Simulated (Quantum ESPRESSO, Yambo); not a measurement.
# KBr (Fm-3m): G0W0 on several meshes in Yambo, part 2 of 2

Aim: the GW shift of KBr (Fm-3m) against the k mesh.

Quantum ESPRESSO 7.5 and Yambo 5.3.0; PBE and many-body steps on it, plane waves. Known limits of the many-body steps: not at the basis limit; no spin-orbit coupling; coarse k mesh.

So far. Step 4 (4×4×4): The gap on the mesh goes from 4.44 eV to 7.73 eV, a correction of +3.29 eV. Step 5 (Empty states on the mesh, 2×2×2 mesh, 201 bands): On this mesh the gap is 4.436 eV.

## (6) Conversion and set-up

This step: Yambo 5.3.0; conversion and set-up on PBE, plane waves, norm-conserving pseudopotentials.

Command:

```sh
$ (cd o/x.save; p2y > p2y.log; mv SAVE ../..); yambo > setup.log
```

Output:

```text
 Yambo, version 5.3.0

 [02] CORE Variables Setup
 =========================

  [02.01] Unit cells
  ==================

  Cell kind             :  FCC
  Atoms in the cell     :  K  Br
  number of K  atoms    :  1
  number of Br atoms    :  1

  List of atomic masses
  Mass of K     :  39.09800
  Mass of Br    :  79.90400

  List of atomic coordinates    : [cc]
  K1       :  0.000000  0.000000  0.000000  order 1
  Br1       :  6.236096  6.236096  6.236096  order 2

  Alat factors          :  6.236096  6.236096  6.236096 [a.u.]
  Direct lattice volume :  485.0298 [a.u.]
[...]
0.000000  0.000000  0.000000  0.000000  0.000000  0.000000  0.000000  0.000000

 [03] Transferred momenta grid and indexing
 ==========================================

 IBZ Q-points                                      :  3
 BZ  Q-points                                      :   8

 K/Q-points units:
 rlu = crystal or reduced units; cc = cartesian coordinates; iku = interal k-units

 Q [1]          [rlu]:  0.000000  0.000000  0.000000
 Q [2]          [rlu]:  0.30690E-16 -0.80332E-16 -0.50000
 Q [3]          [rlu]:  0.92343E-17 -0.50000     -0.50000

  [03.01] X indexes
  =================

   [03.01.01] Sigma indexes
   ========================

 [06] Game Over & Game summary
```

The job ended after 2.9 s (1 MPI rank of Arm Neoverse V1, shared host; peak memory 0.25 GiB).

## (7) 2×2×2

This step: G0W0 on PBE, plane waves, norm-conserving pseudopotentials.

Contents of gw11.in:

```
HF_and_locXC
gw0
dyson
ppa
em1d
rim_cut
RandQpts= 1000000
RandGvec= 1 RL
EXXRLvcs= 76 Ry
VXCRLvcs= 304 Ry
Chimod= "HARTREE"
% BndsRnXp
 1 | 201 |
%
NGsBlkXp= 15.5 Ry
% LongDrXp
 1 | 1 | 1 |
%
% GbndRnge
 1 | 201 |
%
DysSolver= "n"
ExtendOut
PPAPntXp= 27.21138 eV
% QPkrange
 1 | 1 | 12 | 15 |
%
```

Command:

```sh
$ OMP_NUM_THREADS=1 mpirun -n 4 yambo -F gw11.in -J gw11 -C gw11 > gw11.log
```

Output:

```text
 Yambo, version 5.3.0

 [02] CORE Variables Setup
 =========================

  [... cell, symmetries and grids as in the set-up ...]

  [02.05] Energies & Occupations
  ==============================

  [X] === General ===
  [X] Electronic Temperature                        :  0.000000  0.000000 [eV K]
  [X] Bosonic    Temperature                        :  0.000000  0.000000 [eV K]
  [X] Finite Temperature mode                       : no
  [X] El. density                                   :  0.36174E+24 [cm-3]
  [X] Fermi Level                                   :  2.085286 [eV]

  [X] === Gaps and Widths ===
  [X] Conduction Band Min                           :  4.436154 [eV]
  [X] Valence Band Max                              :  0.000000 [eV]
  [X] Filled Bands                                  :  13
  [X] Empty Bands                                   :   14  201
  [X] Direct Gap                                    :  4.436154 [eV]
  [X] Direct Gap localized at k                     :  1
  [X] Indirect Gap                                  :  4.436154 [eV]
  [X] Indirect Gap between kpts                     :  1  1
  [X] Last valence band width                       :  0.332994 [eV]
  [X] 1st conduction band width                     :  2.155426 [eV]

 [03] Transferred momenta grid and indexing
 ==========================================

 IBZ Q-points                                      :  3
 BZ  Q-points                                      :   8

 K/Q-points units:
 rlu = crystal or reduced units; cc = cartesian coordinates; iku = interal k-units

 Q [1]          [rlu]:  0.000000  0.000000  0.000000
 Q [2]          [rlu]:  0.30690E-16 -0.80332E-16 -0.50000
 Q [3]          [rlu]:  0.92343E-17 -0.50000     -0.50000

 [04] Coloumb potential Random Integration (RIM)
[...]
================================================

 [VXC] Plane waves :   43599
 [EXS] Plane waves :   5577

 QP @ state[ 1 ] K range:  1  1
 QP @ state[ 1 ] b range:  12  15

 [xc] Functional : Perdew, Burke & Ernzerhof(X)+Perdew, Burke & Ernzerhof(C)
 [xc] LIBXC used to calculate xc functional
  PP Number of Atomic Species                      :  2
  NLCC RL compoments                               :   43599
  PP Number of Atomic Species                      :  2
  NLCC RL compoments                               :   43599

 [xc] E_xc :  -16.88743 [Ha]
      E_xc :  -33.77486 [Ry]

  Local XC kind (lXC) : Perdew, Burke & Ernzerhof(X)+Perdew, Burke & Ernzerhof(C)
  Non-Local XC kind (nlXC) : Hartree-Fock

  Corrections @ K [1] :  [eV]
 <12|nlXC|12> = -19.36979  0.18425E-16 <12|lXC|12> = -14.36750 -0.94409E-16
 <13|nlXC|13> = -19.36979 -0.34234E-17 <13|lXC|13> = -14.36750  0.16521E-15
 <14|nlXC|14> = -3.649628  0.17708E-19 <14|lXC|14> = -7.256069  0.15292E-19
 <15|nlXC|15> = -3.673606 -0.16407E-17 <15|lXC|15> = -8.448936  0.28333E-15

 [08] Dyson equation: Newton solver
 ==================================

  [08.01] G0W0 (W PPA)
  ====================

  [  GW  ] Bands range     :    1  201
  [GW/PPA] G damping       :  0.100000 [eV]

  QP @ state[ 1 ] K range:  1  1
  QP @ state[ 1 ] b range:  12  15

   Sc/G bands                                       :    1  201
   Sc/G damping                                     :  0.100000 ev
   Sc bands terminator                              : no
   Sx RL components                                 :   5577

   QP @ state[ 1 ] K range                          :  1  1
   QP @ state[ 1 ] b range                          :  12  15
   GF energies kind                                 : Perdew, Burke & Ernzerhof(X)+Perdew, Burke & Ernzerhof(C)
   GF WF`s kind                                     : Perdew, Burke & Ernzerhof(X)+Perdew, Burke & Ernzerhof(C)
   Xs energies kind                                 : Perdew, Burke & Ernzerhof(X)+Perdew, Burke & Ernzerhof(C)
   Xs WF`s kind                                     : Perdew, Burke & Ernzerhof(X)+Perdew, Burke & Ernzerhof(C)

 [11] Game Over & Game summary
```

Run time: 30 s. Hardware: 4 MPI ranks; peak memory 1.4 GiB; 1.9 min of CPU time.

Numbers from this step:

```
G0W0 gap on the points computed              : 7.580 eV
starting gap on the mesh                     : 4.436 eV
k of the valence top                         : 0, 0, 0
k of the conduction bottom                   : 0, 0, 0
least direct G0W0 gap on the computed points : 7.580 eV
Z at the valence top                         : 0.8295
Z at the conduction bottom                   : 0.8689
```

Against G0W0 in Yambo (4×4×4 mesh, 201 bands, screening to 210.9 eV, Godby-Needs plasmon pole), the gap moves by −0.148 eV.

## (8) The runs together

Times are wall times on 4 MPI ranks of Arm Neoverse V1, shared host, good to a factor of about two.

```tsv
run	mesh	bands	screening cutoff (eV)	DFT gap (eV)	gap on the mesh (eV)	direct (eV)	time
4×4×4	4×4×4	201	210.9	4.436	7.728	7.728	6.3 min
2×2×2	2×2×2	201	210.9	4.436	7.580	7.580	30 s
```

## (9) Summary of results

```
4×4×4        : 7.728 eV
2×2×2        : 7.580 eV
known limits : not at the basis limit; no spin-orbit coupling; coarse k mesh
```

2×2×2: −0.148 eV against 4×4×4. Bands and cutoff are finite, so the gap is not at the basis limit. The miss can reach some tenths of an eV and take either sign; the mesh is an error of its own. In the G0W0 runs levels were corrected at 1 k point alone, so a gap called «on the mesh» is the least over those, and an edge elsewhere would be missed. The many-body steps are scalar-relativistic: spin-orbit coupling is not in them.

[Paths, hosts, dates, memory and timing lines, banners, echoed tables and standing remarks are left out of the program output.]

[Logs are printed without paths, hosts, clocks, repeated set-up lines and the standing remarks that a program may print on its own settings, such as how far it seeks lower states.]

[Runs of the session that timed out or met a known fault of the program may be left out.]

[Hosts, paths, dates, database ids (printed as entryN), source tags and the programs' standing remarks are cut or masked in the printed files.]
